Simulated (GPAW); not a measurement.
Runs of GPAW 26.7.0 on BaTiO3. Symmetry: R3m, No. 160, trigonal system. Conventional cell: a = 5.655 Å, b = 5.655 Å, c = 6.955 Å, α = 90.00°, β = 90.00°, γ = 120.00°. Ba (site symmetry 3m) is surrounded by 12 O at 2.79 to 2.89 Å. Ti (site symmetry 3m) has 6 O at 1.87 to 2.14 Å as nearest neighbours. Around O (site symmetry m) lie 2 Ti at 1.87 to 2.14 Å. 

| task | level | potentials or basis | spin | cell | k mesh | cutoff (eV) | smearing | response ecut | response k mesh | response bands | kernels | coarser k mesh | gap on the mesh (eV) | pressure (GPa) | largest force (eV/Å) |
| --- | --- | --- | --- | --- | --- | --- | --- | --- | --- | --- | --- | --- | --- | --- | --- |
| dielectric tensor | PBEsol | PAW data sets generated in the run's folder for this functional, pw | off | as given | 6 × 6 × 6 | 600 | fermi-dirac 0.001 eV | 80 eV | 8 × 8 × 8 | 60 | ["RPA"] | 8 × 8 × 8 | 2.37 | - | - |
| relaxation of cell and atoms | r2SCAN+D3(BJ) | GPAW PAW data sets (gpaw-data 1.2.1), pw | off | relaxed | 4 × 4 × 4 | 800 | fermi-dirac 0.05 eV | - | - | - | - | - | 2.80 | 0.1 | 0.01 |
| band structure | r2SCAN | GPAW PAW data sets (gpaw-data 1.2.1), pw | SOC, no magnetisation | as given | 4 × 4 × 4 | 800 | fermi-dirac 0.05 eV | - | - | - | - | - | (a) | 3.4 | 0.13 |
| dielectric tensor | AM05 | PAW data sets generated in the run's folder for this functional, pw | off | as given | 6 × 6 × 6 | 600 | fermi-dirac 0.001 eV | 80 eV | 8 × 8 × 8 | 60 | ["RPA"] | 8 × 8 × 8 | 2.37 | - | - |
| dielectric tensor | LDA | the program's PAW data sets (release 1.2.1) made for this functional, pw | off | as given | 6 × 6 × 6 | 600 | fermi-dirac 0.001 eV | 80 eV | 8 × 8 × 8 | 60 | ["RPA"] | 8 × 8 × 8 | (b) | - | - |

Question: Estimate the missing entries.

Answer: (a) 2.78; (b) 2.33.

Caveats: spin-orbit coupling is left out, which moves the levels of the heavy elements (some runs); the long-wavelength limit can be off by several per cent where d states take part (some runs); the PAW data sets were made with another functional, which shifts forces and pressure a little (some runs); later steps reuse the first step's grids (some runs); spin-orbit coupling was added after a scalar SCF, so levels and gaps hold it while energy, forces, pressure and moments don't (some runs); this program's spin-orbit splittings come out too wide for heavy elements (some runs).

A k mesh can miss the band edges, and rows without SOC leave out spin-orbit coupling on Ba.

Runs at the PBE level aren't shown here.
